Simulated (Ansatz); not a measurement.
# Zn4S3O: the cost of one run

Program: Ansatz 0.2.0. Level of theory: DFT PBE, scalar-relativistic, plane waves, PAW. These are calculated values, not measurements.

1 further run of the same task is left out (it didn't finish).

### Step 1. The system as given

Symmetry: Cmmm, No. 65, orthorhombic system. The conventional cell has a = 7.317 Å, b = 10.348 Å, c = 3.659 Å, α = 90.00°, β = 90.00°, γ = 90.00°. Zn (site symmetry m2m) is surrounded by 5 S at 2.59 Å and 1 O at 2.59 Å. Zn (site symmetry 2mm) has 4 S at 2.59 Å and 2 O at 2.59 Å as nearest neighbours. S (site symmetry 2/m) is surrounded by 6 Zn at 2.59 Å. Around S (site symmetry mmm) lie 6 Zn at 2.59 Å. O (site symmetry mmm) has 6 Zn at 2.59 Å as nearest neighbours.

As a file:

```xyz
8
Lattice="3.6587 -5.1742 0.0000 3.6587 5.1742 0.0000 0.0000 0.0000 3.6587" Properties=species:S:1:pos:R:3 pbc="T T T"
Zn    3.6587    2.5871    0.0000
Zn    1.8293    0.0000    1.8293
Zn    5.4880    0.0000    1.8293
Zn    3.6587   -2.5871    0.0000
S     1.8293    2.5871    1.8293
S     1.8293   -2.5871    1.8293
S     3.6587    0.0000    0.0000
O     0.0000    0.0000    0.0000
```

The start is an ordering of an alloy on its end members' structure types: elements ordered on the sites of the ZnO type, O/S on O (Cmmm, No. 65).

### Step 2. The guess as it stands, on a coarse mesh

Input file input.yaml:

```yaml
crystal:
  lattice:
    - [3.65868149, -5.17415698, 0.0]
    - [3.65868149, 5.17415698, 0.0]
    - [0.0, 0.0, 3.65868149]
  atoms:
    - { symbol: Zn, position: [0.25, 0.75, 0.0] }
    - { symbol: Zn, position: [0.25, 0.25, 0.5] }
    - { symbol: Zn, position: [0.75, 0.75, 0.5] }
    - { symbol: Zn, position: [0.75, 0.25, 0.0] }
    - { symbol: S, position: [0.0, 0.5, 0.5] }
    - { symbol: S, position: [0.5, 0.0, 0.5] }
    - { symbol: S, position: [0.5, 0.5, 0.0] }
    - { symbol: O, position: [0.0, 0.0, 0.0] }
basis:
  ecutwfc: 420
kpoints:
  mp_grid: { grid: [4, 4, 6] }
hamiltonian:
  xc: pbe
scf:
  occupations: { method: gaussian, width: 0.1 }
  lower_state_search: "off"
output:
  forces: true
  stress: true
  eigenvalues: true
```

Command:

```sh
ansatz run input.yaml --threads 1 --pin off --max-ram 2560MiB --backend cpu --events-out ev --progress --plain --runs-dir out
```

**Question.** How long does this run take on 1 thread of AMD EPYC 9R45 (Zen 5), shared host, and how much memory does it need?

About 3.4 s, with a peak of 0.48 GiB.
